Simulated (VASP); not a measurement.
# CdTe (F-43m) in VASP: a series of runs

Runs on CdTe. Level: PBEsol. Tasks: single point.

All numbers are computed with VASP 6.6.1; they aren't measurements. Logs are shortened: lines on timing, memory, paths and dates and some standing lists are left out, and cuts for length are marked.

**Experimental background.**

A printed reference work, data compilation reports, for a bulk crystal of CdTe at 0 K: band gap 1.607 eV.

The results are compared with them further down.

## (1) Starting point

The structure is cubic, space group F-43m (No. 216). Conventional cell: a = 6.410 Å, b = 6.410 Å, c = 6.410 Å, α = 90.00°, β = 90.00°, γ = 90.00°. Cd (site symmetry -43m) has 4 Te at 2.78 Å as nearest neighbours. Te (site symmetry -43m) has 4 Cd at 2.78 Å as nearest neighbours.

## (2) Single point, PBEsol

Input file INCAR:

```
ALGO = Normal
EDIFF = 1E-6
ENCUT = 520
GGA = PS
ISIF = 2
ISMEAR = 0
LASPH = T
LCHARG = F
LREAL = F
LWAVE = F
NBANDS = 16
NELM = 100
PREC = Accurate
SIGMA = 0.05
```

Input file KPOINTS:

```
k-points
0
Gamma
  10 10 10
```

Input file POSCAR:

```
CdTe
1.0
    0.0000000000      3.2050000000      3.2050000000
    3.2050000000      0.0000000000      3.2050000000
    3.2050000000      3.2050000000      0.0000000000
Cd Te
1 1
Direct
    0.0000000000      0.0000000000      0.0000000000
    0.2500000000      0.2500000000      0.2500000000
```

Potentials or basis: VASP PAW PBE potentials, release 64 (Cd, Te).

The run is started by

```bash
$ cat potpaw_PBE.64/Cd/POTCAR potpaw_PBE.64/Te/POTCAR > POTCAR
$ mpirun -np 1 vasp_std > vasp.out
```

OUTCAR:

```text
EDIFF = 1E-6
   ENCUT = 520
   GGA = PS
   ISIF = 2
   ISMEAR = 0
   LASPH = T
   LREAL = F
   NELM = 100
   PREC = Accurate

 ion  position               nearest neighbor table
   1  0.000  0.000  0.000-   2 2.78   2 2.78   2 2.78   2 2.78
   2  0.250  0.250  0.250-   1 2.78   1 2.78   1 2.78   1 2.78

  LATTYP: Found a face centered cubic cell.
 ALAT       =     6.4100000000

  Lattice vectors:

 A1 = (   0.0000000000,   3.2050000000,   3.2050000000)
 A2 = (   3.2050000000,   0.0000000000,   3.2050000000)
 A3 = (   3.2050000000,   3.2050000000,   0.0000000000)

Analysis of symmetry for initial positions (statically):
=====================================================================
 Subroutine PRICEL returns:
 Original cell was already a primitive cell.

 Routine SETGRP: Setting up the symmetry group for a
 face centered cubic supercell.

 Subroutine GETGRP returns: Found 24 space group operations
 (whereof 24 operations were pure point group operations)
 out of a pool of 48 trial point group operations.

The static configuration has the point symmetry T_d .

Analysis of symmetry for dynamics (positions and initial velocities):
=====================================================================
 Subroutine PRICEL returns:
 Original cell was already a primitive cell.

 Routine SETGRP: Setting up the symmetry group for a
 face centered cubic supercell.

 Subroutine GETGRP returns: Found 24 space group operations
 (whereof 24 operations were pure point group operations)
 out of a pool of 48 trial point group operations.

The dynamic configuration has the point symmetry T_d .

 Subroutine INISYM returns: Found 24 space group operations
 (whereof 24 operations are pure point group operations),
 and found     1 'primitive' translations

----------------------------------------------------------------------------------------

                                     Primitive cell

  volume of cell :      65.8437

  direct lattice vectors                    reciprocal lattice vectors
     0.000000000  3.205000000  3.205000000    -0.156006240  0.156006240  0.156006240
     3.205000000  0.000000000  3.205000000     0.156006240 -0.156006240  0.156006240
     3.205000000  3.205000000  0.000000000     0.156006240  0.156006240 -0.156006240

  length of vectors
     4.532554467  4.532554467  4.532554467     0.270210734  0.270210734  0.270210734

[... 74 lines left out ...]
   ISPIN  =      1    spin polarized calculation?
   LNONCOLLINEAR =      F non collinear calculations
   LSORBIT =      F    spin-orbit coupling
   LASPH  =      T    aspherical Exc in radial PAW
   ENCUT  =  520.0 eV  38.22 Ry    6.18 a.u.   8.43  8.43  8.43*2*pi/ulx,y,z
   NELM   =    100;   NELMIN=  2; NELMDL= -5     # of ELM steps
   EDIFF  = 0.1E-05   stopping-criterion for ELM
   LREAL  =      F    real-space projection
   EDIFFG = 0.1E-04   stopping-criterion for IOM
   NSW    =      0    number of steps for IOM
   IBRION =     -1    ionic relax: 0-MD 1-quasi-New 2-CG
   NFREE  =      0    steps in history (QN), initial steepest desc. (CG)
   ISIF   =      2    stress and relaxation
   ISYM   =      2    0-nonsym 1-usesym 2-fastsym
   POTIM  = 0.5000    time-step for ionic-motion
   TEBEG  =    0.0;   TEEND  =   0.0 temperature during run
   PSTRESS=    0.0 pullay stress
   NELECT =      18.0000    total number of electrons
   NUPDOWN=      -1.0000    fix difference up-down
   EMIN   =  10.00;   EMAX   =-10.00  energy-range for DOS
   EFERMI =   0.00;   METHOD = LEGACY
   ISMEAR =     0;   SIGMA  =   0.05  broadening in eV -4-tet -1-fermi 0-gaus
   EFERMI_NEDOS =   21; number of points for ismear=-14 and -15
   IALGO  =     38    algorithm
   IMIX   =      4    mixing-type and parameters
     AMIX     =   0.40;   BMIX     =  1.00
     AMIX_MAG =   1.60;   BMIX_MAG =  1.00
  volume/ion in A,a.u.               =      32.92       222.17
  Fermi-wavevector in a.u.,A,eV,Ry     =   1.062497  2.007828 15.359610  1.128899
  Thomas-Fermi vector in A             =   2.197950
   LORBIT       =      0    0 simple, 1 ext, 2 COOP (PROOUT), +10 PAW based schemes
   GGA     = PS    functional components
   LHFCALC =     F    Hartree Fock is set to
   AEXX    =    0.0000 exact exchange contribution
   IVDW    =     0    specifies the selected vdW correction
   LEPSILON=     F    determine dielectric tensor
   LRPA    =     F    only Hartree local field effects (RPA)
 non-spin polarized calculation
 Gauss-broadening in eV      SIGMA  =   0.05
  energy-cutoff  :      520.00
  volume of cell :       65.84
 maximum number of plane-waves:      1807
 NGX is ok and might be reduce to    36
   NGX = 17   NGY = 17   NGZ = 17

 number of electron      17.9999995 magnetization

 Free energy of the ion-electron system (eV)
  ---------------------------------------------------
  ext. energy  EPLUGINS =         0.00000000
  ---------------------------------------------------
  free energy    TOTEN  =        -5.47523579 eV

  energy without entropy =       -5.47523579  energy(sigma->0) =       -5.47523579

 E-fermi :   2.7446     XC(G=0):  -8.9292

 val. band max:        2.5171777236   @ k =   0.0000   0.0000   0.0000
 cond. band min:       3.2785973566   @ k =   0.0000   0.0000   0.0000
 fundamental gap:      0.7614196331
 Fermi energy:         2.7446016597

 k-point     1 :       0.0000    0.0000    0.0000
  band No.  band energies     occupation
      1      -8.8917      2.00000
      2      -5.8596      2.00000
      3      -5.8596      2.00000
      4      -5.8596      2.00000
      5      -5.5688      2.00000
      6      -5.5688      2.00000
[... 433 lines left out ...]
      3      -5.7215      2.00000
      4      -5.6615      2.00000
      5      -5.5435      2.00000
      6      -5.3071      2.00000
[... 8 lines left out ...]
     15      13.0914      0.00000
     16      14.2404      0.00000

 [... further k-points ...]
[... 5 lines left out ...]
  --------------------------------------------------------------------------------------
  -------------------------------------------------------------------------------------
  Total        0.7598021      0.7598021      0.7598021      0.0000000      0.0000000      0.0000000
  in kB       18.4883001     18.4883001     18.4883001      0.0000000      0.0000000      0.0000000
  external PRESSURE =      18.4883001 kB  Pullay stress =       0.0000000 kB

 VOLUME and BASIS-vectors are now :
 -----------------------------------------------------------------------------
  energy-cutoff  :      520.00
  volume of cell :       65.84
      direct lattice vectors                 reciprocal lattice vectors
     0.000000000  3.205000000  3.205000000    -0.156006240  0.156006240  0.156006240
     3.205000000  0.000000000  3.205000000     0.156006240 -0.156006240  0.156006240
     3.205000000  3.205000000  0.000000000     0.156006240  0.156006240 -0.156006240

 POSITION                                       TOTAL-FORCE (eV/Angst)
 -----------------------------------------------------------------------------------
      0.00000      0.00000      0.00000        -0.000000     -0.000000     -0.000000
      1.60250      1.60250      1.60250         0.000000      0.000000      0.000000
 -----------------------------------------------------------------------------------
    total drift:                               -0.000000     -0.000000     -0.000000

  FREE ENERGIE OF THE ION-ELECTRON SYSTEM (eV)
  ---------------------------------------------------
  free  energy   TOTEN  =        -5.4752357923 eV

  energy  without entropy=       -5.4752357923  energy(sigma->0) =       -5.47523579
```

stdout:

```text
POSCAR found type information on POSCAR CdTe
 POSCAR found :  2 types and       2 ions
 scaLAPACK will be used
 -----------------------------------------------------------------------------
|                                                                             |
|                                                                             |
|     You enforced a specific xc type in the INCAR file but a different       |
|     I HOPE YOU KNOW WHAT YOU ARE DOING!                                     |
|                                                                             |
 -----------------------------------------------------------------------------

 LDA part: xc-table for (Slater+PW92), standard interpolation
 POSCAR, INCAR and KPOINTS ok, starting setup
 FFT: planning ... GRIDC
 FFT: planning ... GRID_SOFT
 FFT: planning ... GRID
 WAVECAR not read
 entering main loop
```

It took 86 s on 1 thread of Intel Xeon Platinum 8175M at 2.50GHz (Skylake/Cascade Lake), shared host; peak memory 0.23 GiB.

Results:

```yaml
Free_energy: -5.4752 eV
Pressure: 1.8 GPa
Band_gap_on_the_k_mesh: 0.76 eV, direct
```

Caveat: the PAW data sets were made with another functional, which shifts forces and pressure a little; spin-orbit coupling is left out, which moves the levels of the heavy elements.

## (3) Single point, PBEsol

This run uses another cell than the first one, of 30.06 Å³/atom, 0.913 times its volume.

Input file INCAR:

```
SYSTEM = CdTe
PREC     = Accurate       ! precision mode
ENCUT    = 520            ! plane-wave cutoff, eV
EDIFF    = 1E-7           ! SCF threshold, eV
ISMEAR   = 0              ! smearing method
SIGMA    = 0.05           ! smearing width, eV
LREAL    = .FALSE.        ! projectors in reciprocal space
LASPH    = .TRUE.         ! aspherical terms in the spheres
NELM     = 100            ! most SCF steps
ALGO     = Normal         ! electronic algorithm
ISIF     = 2              ! what is computed and relaxed
LWAVE    = .FALSE.        ! write WAVECAR
LCHARG   = .FALSE.        ! write CHGCAR
GGA      = PS             ! functional
NBANDS   = 16             ! bands
```

Input file KPOINTS:

```
Automatic mesh
0
G
  10 10 10
  0 0 0
```

Input file POSCAR:

```
CdTe
1.0
    0.0000000000      3.1091548554      3.1091548554
    3.1091548554      0.0000000000      3.1091548554
    3.1091548554      3.1091548554      0.0000000000
Cd Te
1 1
Direct
    0.0000000000      0.0000000000      0.0000000000
    0.2500000000      0.2500000000      0.2500000000
```

Potentials or basis: VASP PAW PBE potentials, release 64 (Cd, Te).

The run is started by

```bash
$ cat potpaw_PBE.64/Cd/POTCAR potpaw_PBE.64/Te/POTCAR > POTCAR
$ mpirun -np 1 vasp_std > vasp.out
```

OUTCAR:

```text
SYSTEM = CdTe
   PREC = Accurate
   ENCUT = 520
   EDIFF = 1E-7
   ISMEAR = 0
   LREAL = .FALSE.
   LASPH = .TRUE.
   NELM = 100
   ISIF = 2
   GGA = PS

 ion  position               nearest neighbor table
   1  0.000  0.000  0.000-   2 2.69   2 2.69   2 2.69   2 2.69
   2  0.250  0.250  0.250-   1 2.69   1 2.69   1 2.69   1 2.69

  LATTYP: Found a face centered cubic cell.
 ALAT       =     6.2183097108

  Lattice vectors:

 A1 = (   0.0000000000,   3.1091548554,   3.1091548554)
 A2 = (   3.1091548554,   0.0000000000,   3.1091548554)
 A3 = (   3.1091548554,   3.1091548554,   0.0000000000)

Analysis of symmetry for initial positions (statically):
=====================================================================
 Subroutine PRICEL returns:
 Original cell was already a primitive cell.

 Routine SETGRP: Setting up the symmetry group for a
 face centered cubic supercell.

 Subroutine GETGRP returns: Found 24 space group operations
 (whereof 24 operations were pure point group operations)
 out of a pool of 48 trial point group operations.

The static configuration has the point symmetry T_d .

Analysis of symmetry for dynamics (positions and initial velocities):
=====================================================================
 Subroutine PRICEL returns:
 Original cell was already a primitive cell.

 Routine SETGRP: Setting up the symmetry group for a
 face centered cubic supercell.

 Subroutine GETGRP returns: Found 24 space group operations
 (whereof 24 operations were pure point group operations)
 out of a pool of 48 trial point group operations.

The dynamic configuration has the point symmetry T_d .

 Subroutine INISYM returns: Found 24 space group operations
 (whereof 24 operations are pure point group operations),
 and found     1 'primitive' translations

----------------------------------------------------------------------------------------

                                     Primitive cell
[... 106 lines left out ...]
   ISMEAR =     0;   SIGMA  =   0.05  broadening in eV -4-tet -1-fermi 0-gaus
   EFERMI_NEDOS =   21; number of points for ismear=-14 and -15
   IALGO  =     38    algorithm
   IMIX   =      4    mixing-type and parameters
     AMIX     =   0.40;   BMIX     =  1.00
     AMIX_MAG =   1.60;   BMIX_MAG =  1.00
  volume/ion in A,a.u.               =      30.06       202.83
  Fermi-wavevector in a.u.,A,eV,Ry     =   1.095250  2.069723 16.321179  1.199573
  Thomas-Fermi vector in A             =   2.231570
   LORBIT       =      0    0 simple, 1 ext, 2 COOP (PROOUT), +10 PAW based schemes
   GGA     = PS    functional components
   LHFCALC =     F    Hartree Fock is set to
   AEXX    =    0.0000 exact exchange contribution
   IVDW    =     0    specifies the selected vdW correction
   LEPSILON=     F    determine dielectric tensor
   LRPA    =     F    only Hartree local field effects (RPA)
 non-spin polarized calculation
 Gauss-broadening in eV      SIGMA  =   0.05
  energy-cutoff  :      520.00
  volume of cell :       60.11
 maximum number of plane-waves:      1639
 NGX is ok and might be reduce to    36
   NGX = 17   NGY = 17   NGZ = 17

 number of electron      18.0000001 magnetization

 Free energy of the ion-electron system (eV)
  ---------------------------------------------------
  ext. energy  EPLUGINS =         0.00000000
  ---------------------------------------------------
  free energy    TOTEN  =        -5.31679086 eV

  energy without entropy =       -5.31679086  energy(sigma->0) =       -5.31679086

 E-fermi :   3.6683     XC(G=0):  -9.3437

 val. band max:        3.4361057569   @ k =   0.0000   0.0000   0.0000
 cond. band min:       4.4764240788   @ k =   0.0000   0.0000   0.0000
 fundamental gap:      1.0403183219
 Fermi energy:         3.6683434856

 k-point     1 :       0.0000    0.0000    0.0000
  band No.  band energies     occupation
      1      -8.5787      2.00000
      2      -5.3455      2.00000
      3      -5.3455      2.00000
      4      -5.3455      2.00000
      5      -4.9756      2.00000
      6      -4.9756      2.00000
[... 433 lines left out ...]
      3      -5.1676      2.00000
      4      -5.1088      2.00000
      5      -4.9439      2.00000
      6      -4.6840      2.00000
[... 8 lines left out ...]
     15      14.2025      0.00000
     16      15.4822      0.00000

 [... further k-points ...]
[... 5 lines left out ...]
  --------------------------------------------------------------------------------------
  -------------------------------------------------------------------------------------
  Total        2.7980611      2.7980611      2.7980611      0.0000000      0.0000000      0.0000000
  in kB       74.5779970     74.5779970     74.5779970      0.0000000      0.0000000      0.0000000
  external PRESSURE =      74.5779970 kB  Pullay stress =       0.0000000 kB

 VOLUME and BASIS-vectors are now :
 -----------------------------------------------------------------------------
  energy-cutoff  :      520.00
  volume of cell :       60.11
      direct lattice vectors                 reciprocal lattice vectors
     0.000000000  3.109154855  3.109154855    -0.160815406  0.160815406  0.160815406
     3.109154855  0.000000000  3.109154855     0.160815406 -0.160815406  0.160815406
     3.109154855  3.109154855  0.000000000     0.160815406  0.160815406 -0.160815406

 POSITION                                       TOTAL-FORCE (eV/Angst)
 -----------------------------------------------------------------------------------
      0.00000      0.00000      0.00000         0.000000      0.000000     -0.000000
      1.55458      1.55458      1.55458        -0.000000     -0.000000      0.000000
 -----------------------------------------------------------------------------------
    total drift:                               -0.000000     -0.000000     -0.000000

  FREE ENERGIE OF THE ION-ELECTRON SYSTEM (eV)
  ---------------------------------------------------
  free  energy   TOTEN  =        -5.3167908577 eV

  energy  without entropy=       -5.3167908577  energy(sigma->0) =       -5.31679086
```

OSZICAR:

```text
N       E                     dE             d eps       ncg     rms          rms(c)
DAV:   1     0.102106837597E+03    0.10211E+03   -0.85565E+03  1520   0.998E+02
DAV:   2    -0.205516029239E+01   -0.10416E+03   -0.99161E+02  1848   0.242E+02
DAV:   3    -0.554755681559E+01   -0.34924E+01   -0.34878E+01  1824   0.459E+01
DAV:   4    -0.557879241992E+01   -0.31236E-01   -0.31234E-01  2280   0.385E+00
DAV:   5    -0.557888875753E+01   -0.96338E-04   -0.96337E-04  1888   0.175E-01    0.720E+00
DAV:   6    -0.533783611637E+01    0.24105E+00   -0.44293E-01  1824   0.932E+00    0.569E+00
DAV:   7    -0.531777852128E+01    0.20058E-01   -0.11972E-01  1816   0.238E+00    0.209E+00
DAV:   8    -0.531680481154E+01    0.97371E-03   -0.12557E-02  1624   0.134E+00    0.565E-01
DAV:   9    -0.531675826561E+01    0.46546E-04   -0.75556E-04  1840   0.324E-01    0.162E-01
DAV:  10    -0.531677645813E+01   -0.18193E-04   -0.10586E-04  1880   0.901E-02    0.608E-02
DAV:  11    -0.531679323223E+01   -0.16774E-04   -0.42869E-05  1784   0.541E-02    0.416E-02
DAV:  12    -0.531679111312E+01    0.21191E-05   -0.41894E-06  1704   0.201E-02    0.203E-02
DAV:  13    -0.531679067332E+01    0.43980E-06   -0.25027E-06  1840   0.936E-03    0.934E-03
DAV:  14    -0.531679077675E+01   -0.10342E-06   -0.15247E-07  1720   0.259E-03    0.489E-03
DAV:  15    -0.531679088260E+01   -0.10586E-06   -0.34567E-08  1128   0.120E-03    0.747E-04
DAV:  16    -0.531679085766E+01    0.24946E-07   -0.62907E-09   856   0.488E-04
   1 F= -.53167909E+01 E0= -.53167909E+01  d E =-.361540E-13
```

stdout:

```text
POSCAR found type information on POSCAR CdTe
 POSCAR found :  2 types and       2 ions
 scaLAPACK will be used
 -----------------------------------------------------------------------------
|                                                                             |
|                                                                             |
|     You enforced a specific xc type in the INCAR file but a different       |
|     I HOPE YOU KNOW WHAT YOU ARE DOING!                                     |
|                                                                             |
 -----------------------------------------------------------------------------

 LDA part: xc-table for (Slater+PW92), standard interpolation
 POSCAR, INCAR and KPOINTS ok, starting setup
 FFT: planning ... GRIDC
 FFT: planning ... GRID_SOFT
 FFT: planning ... GRID
 WAVECAR not read
 entering main loop
```

It took 82 s on 1 thread of Intel Xeon Platinum 8175M at 2.50GHz (Skylake/Cascade Lake), shared host; peak memory 0.22 GiB.

Results:

```yaml
Free_energy: -5.3168 eV
Pressure: 7.5 GPa
Band_gap_on_the_k_mesh: 1.04 eV, direct
```

Caveat: the PAW data sets were made with another functional, which shifts forces and pressure a little; spin-orbit coupling is left out, which moves the levels of the heavy elements.

## (4) Against experiment

Step 2. A measured gap of CdTe is 1.607 eV (0 K; a printed reference work, data compilation); the calculated 0.76 eV misses it by -0.85 eV. Spin-orbit coupling on Cd, Te is left out. The value is that of PBEsol, without temperature or zero-point motion. Semilocal functionals fall short of measured gaps as a rule.

Step 3. Measured gap of CdTe: 1.607 eV (0 K; a printed reference work, data compilation). This calculation gives 1.04 eV (-0.57 eV). Spin-orbit coupling on Cd, Te is left out. The value is that of PBEsol, without temperature or zero-point motion. Semilocal functionals fall short of measured gaps as a rule.
